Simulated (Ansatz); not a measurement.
**NiO: band structure with LDA**

**The experiment to reproduce.**

“Local correlations, non-local screening, multiplets, and band formation in NiO”, 2012, arxiv:1210.6675 quotes, for a bulk crystal of NiO: band gap 4.3 eV.

The system is NiO.

```
CELL_PARAMETERS angstrom
0.00000 2.08590 2.08590
2.08590 0.00000 2.08590
2.08590 2.08590 0.00000
ATOMIC_POSITIONS crystal
Ni 0.00000 0.00000 0.00000
O 0.50000 0.50000 0.50000
```

| Item | Value |
| --- | --- |
| Program | Ansatz 0.2.0 |
| Task | band structure |
| Functional | LDA |
| Potentials or basis | all-electron LAPW, scalar-relativistic |
| Cutoff | 378 eV (chosen from the basis error) |
| Basis error allowed | 0.001 eV/atom |
| k mesh | 11 × 11 × 11 |
| Occupations | fermi-dirac, width 0.05 eV |
| Spin | collinear spin, ferromagnetic start |
| Starting moments | [1.0, 0.0] μB |

* Pressure: -19.8 GPa
* Band gap along the path: none (metal or under the smearing width)
* Net moment: -0.30 μB per cell
* Absolute moment: 0.30 μB per cell
* Site moments: Ni -0.26; O -0.04 μB

Levels at the corners of the path, in eV from the Fermi level:
Spin up:
```
point  band 11  band 12  band 13  band 14  band 15  band 16
    Γ    -1.72    -1.72    -1.44    -1.44     1.69    17.71
    X    -1.03    -0.58    -0.58    -0.46     6.29    10.47
    W    -1.02    -0.60    -0.58     0.19     8.59    10.68
    K    -0.72    -0.54    -0.31     0.19     7.90    10.40
    Γ    -1.72    -1.72    -1.44    -1.44     1.69    17.71
    L    -0.86    -0.50     1.44     1.44     5.60    10.00
    U    -0.72    -0.54    -0.31     0.19     7.90    10.40
    W    -1.02    -0.60    -0.58     0.19     8.59    10.68
```
Spin down:
```
point  band 10  band 11  band 12  band 13  band 14  band 15  band 16  band 17  band 18
    Γ    -1.90    -1.90    -1.90    -1.79    -1.79     1.63    17.70    18.95    18.95
    X    -2.90    -1.39    -0.82    -0.78    -0.78     6.22    10.41    12.40    16.51
    W    -1.19    -1.19    -0.96    -0.78    -0.13     8.51    10.61    10.61    13.45
    K    -1.81    -0.91    -0.73    -0.64    -0.12     7.83    10.33    10.39    15.75
    Γ    -1.90    -1.90    -1.90    -1.79    -1.79     1.63    17.70    18.95    18.95
    L    -1.06    -1.06    -0.68     1.15     1.15     5.57     9.91    13.98    13.98
    U    -1.81    -0.91    -0.73    -0.64    -0.12     7.83    10.33    10.39    15.75
    W    -1.19    -1.19    -0.96    -0.78    -0.13     8.51    10.61    10.61    13.45
```

It took 56 s on 2 threads of Arm Neoverse V2, with other jobs on the host, peak memory 0.51 GiB.

Measured gap of NiO: 4.3 eV (quoted in “Local correlations, non-local screening, multiplets, and band formation in NiO”, 2012, arxiv:1210.6675). This calculation gives 0.00 eV (-4.30 eV). So large a miss can be the level of theory's own, or it may mean another phase, state or a wrong row. The value is that of LDA, without temperature or zero-point motion. Semilocal functionals fall short of measured gaps as a rule. The run's magnetic order (collinear spin, ferromagnetic start) needn't be the measured crystal's.

Caveat: semilocal functionals often make such compounds metallic where correlation or magnetic order opens a gap, which also shifts bond lengths.
